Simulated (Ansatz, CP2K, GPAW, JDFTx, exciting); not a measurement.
**One calculation of As, 5 ways**

```
As
1.0
     4.13100    0.00000    0.00000
     2.41839    3.34911    0.00000
     2.41839    1.23667    3.11243
As
2
Direct
  0.22600 0.22600 0.22600
  0.77400 0.77400 0.77400
```

Alike in all runs: task single point; functional PBEsol; k mesh 9 × 9 × 9; occupations gaussian, width 0.02 eV; no spin polarisation; no spin-orbit coupling. Pressure is positive in compression and, in plane waves, holds the error of the finite cutoff.

```tsv
program and potentials	plane-wave cutoff (eV)	notes	pressure (GPa)	largest force (eV/Å)
JDFTx, PseudoDojo-SR-PBEsol-0.4.1-standard with smoothed tails	1143	15 valence electrons an atom on average	0.37	0.378
exciting, all-electron LAPW+lo, shipped species files, valence relativity iora*	-	-	-	0.399
CP2K, POTENTIAL_UZH As GTH-PBE-q5; TZVP-MOLOPT-PBE-GTH basis	-	atomic basis; potentials made for PBE; 5 valence electrons an atom on average	2.69	0.642
Ansatz, all-electron LAPW, scalar-relativistic	-	-	?	?
GPAW, PAW data sets generated for this functional	600	5 valence electrons an atom on average	0.52	0.428
```

Q: Estimate from the other rows what the run with Ansatz, all-electron LAPW, scalar-relativistic gave.

A: Pressure 0.31 GPa; largest force 0.370 eV/Å. The other rows, which needn't bracket it: pressure 0.37 to 2.69; largest force 0.378 to 0.642.
